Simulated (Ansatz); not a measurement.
# N: stress in a strained cell

Aim: deform N (zz strain of -2 %) and compute stress, forces and field gradients with LAPW, PAW and all-electron datasets made for the crystal.

Program: Ansatz 0.2.0. Level of theory: DFT PBEsol, scalar-relativistic. These are calculated values, not measurements.

**1. The starting structure**

Symmetry: P2_13, No. 198, cubic system. The conventional cell has a = 5.649 Å, b = 5.649 Å, c = 5.649 Å, α = 90.00°, β = 90.00°, γ = 90.00°. N (site symmetry 3) is surrounded by 12 N at 3.78 to 4.25 Å.

As a file:

```xyz
4
Lattice="5.6490 0.0000 0.0000 0.0000 5.6490 0.0000 0.0000 0.0000 5.6490" Properties=species:S:1:pos:R:3 pbc="T T T"
N     0.1695    0.1695    0.1695
N     2.6550    5.4795    2.9940
N     2.9940    2.6550    5.4795
N     5.4795    2.9940    2.6550
```

Atoms are numbered in the order of the input: N1, N2, N3, N4.

**2. The deformed structure**

Space group P2_13 before, P2_12_12_1 after.

**3. Full-potential LAPW**

Input file input.yaml:

```yaml
crystal:
  lattice:
    - [5.649, 0.0, 0.0]
    - [0.0, 5.649, 0.0]
    - [0.0, 0.0, 5.53602]
  atoms:
    - { symbol: "N", position: [0.03, 0.03, 0.03] }
    - { symbol: "N", position: [0.47, 0.97, 0.53] }
    - { symbol: "N", position: [0.53, 0.47, 0.97] }
    - { symbol: "N", position: [0.97, 0.53, 0.47] }
kpoints:
  mp_grid: { grid: [4, 4, 4] }
  band_path:
    path:
      - [0.0, 0.0, 0.0]
      - [0.0, 0.0, 0.5]
      - [0.5, 0.0, 0.5]
      - [0.5, 0.0, 0.0]
      - [0.0, 0.0, 0.0]
      - [0.0, 0.5, 0.0]
      - [0.0, 0.5, 0.5]
      - [0.5, 0.5, 0.5]
      - [0.5, 0.5, 0.0]
    npoints: 5
scf:
  occupations: { method: fermi_dirac, width: 0.02 }
hamiltonian:
  xc: pbesol
  pseudopotentials: { kind: all_electron, lapw: { basis_error: 0.001 } }
output:
  forces: true
  stress: true
  eigenvalues: true
```

Started as:

```
> ansatz run input.yaml --threads 1 --pin off --max-ram 4096MiB --backend cpu --events-out ev --progress --plain --runs-dir out
```

**4. PAW on the default files**

Input file input.yaml:

```yaml
crystal:
  lattice:
    - [5.649, 0.0, 0.0]
    - [0.0, 5.649, 0.0]
    - [0.0, 0.0, 5.53602]
  atoms:
    - { symbol: "N", position: [0.03, 0.03, 0.03] }
    - { symbol: "N", position: [0.47, 0.97, 0.53] }
    - { symbol: "N", position: [0.53, 0.47, 0.97] }
    - { symbol: "N", position: [0.97, 0.53, 0.47] }
kpoints:
  mp_grid: { grid: [4, 4, 4] }
scf:
  occupations: { method: fermi_dirac, width: 0.02 }
hamiltonian:
  xc: pbesol
  pseudopotentials: { kind: paw }
output:
  forces: true
  stress: true
  eigenvalues: true
  efg: { contact_densities: true }
  write_density: true
  write_potential: true
  elf: true
  volumetric_format: npy
```

**5. Datasets made for this crystal**

Changes to input.yaml since step 4:

```diff
@@ -16,3 +16,3 @@
   xc: pbesol
-  pseudopotentials: { kind: paw }
+  pseudopotentials: { kind: all_electron, datasets: crystal }
 output:
@@ -22,5 +22 @@
   efg: { contact_densities: true }
-  write_density: true
-  write_potential: true
-  elf: true
-  volumetric_format: npy
```

(Steps that only read results are left out.)

What does the calculation give? Wanted: pressure; largest shear or deviatoric stress.

**Answer**, as computed:

```
                                 quantity                                              value
                                 pressure  LAPW -4.31, PAW -4.33, crystal datasets -4.31 GPa
largest shear or deviatoric stress (LAPW)                                           0.12 GPa
```

**Reading.** The largest part of the stress beyond the pressure is 0.12 GPa in size, in the zz component; the atoms are carried along and not relaxed. No run of the undeformed cell stands beside it, so pressure and stress hold what the given cell had before the change, as far as its symmetry allows. PAW: stress within 0.02 GPa of LAPW, forces within 1 meV/Å. Crystal datasets: stress within 0.01 GPa of LAPW, forces within 1 meV/Å.
